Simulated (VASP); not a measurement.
A run of VASP 6.6.1:

Contents of INCAR:

```
SYSTEM = SnTe
PREC = Accurate
ENCUT = 520
EDIFF = 1E-6
ISMEAR = 0
SIGMA = 0.02
LREAL = .FALSE.
LASPH = .TRUE.
NELM = 100
ALGO = Fast
ISIF = 2
LWAVE = .FALSE.
LCHARG = .FALSE.
GGA = PS
NBANDS = 17
ISYM = 0
```

KPOINTS

```
regular mesh
0
G
  8 8 11
  0 0 0
```

Contents of POSCAR:

```
SnTe
1.0
    4.4778254042     -0.0000000170     -0.0003898106
   -0.0000000170      4.4778254042     -0.0003898106
    2.2386412925      2.2386412925      3.1430062375
Sn Te
1 1
Direct
    0.0000000000      0.0000000000      0.0000000000
    0.5000000000      0.5000000000      0.0000000000
```

Potentials or basis: VASP PAW PBE potentials, release 64 (Sn_d, Te).

Command:

```bash
$ cat potpaw_PBE.64/Sn_d/POTCAR potpaw_PBE.64/Te/POTCAR > POTCAR
$ mpirun -np 1 vasp_std > vasp.out
```

Hardware: 1 thread of Intel(R) Xeon(R) 6975P-C (Granite Rapids), on a shared host.

Question: Estimate the wall time of this run.

Answer: Run time: 2.5 min on 1 thread of Intel(R) Xeon(R) 6975P-C (Granite Rapids), with other jobs on the host, peak memory 0.51 GiB. Counts: scf iterations 12, k points 354.
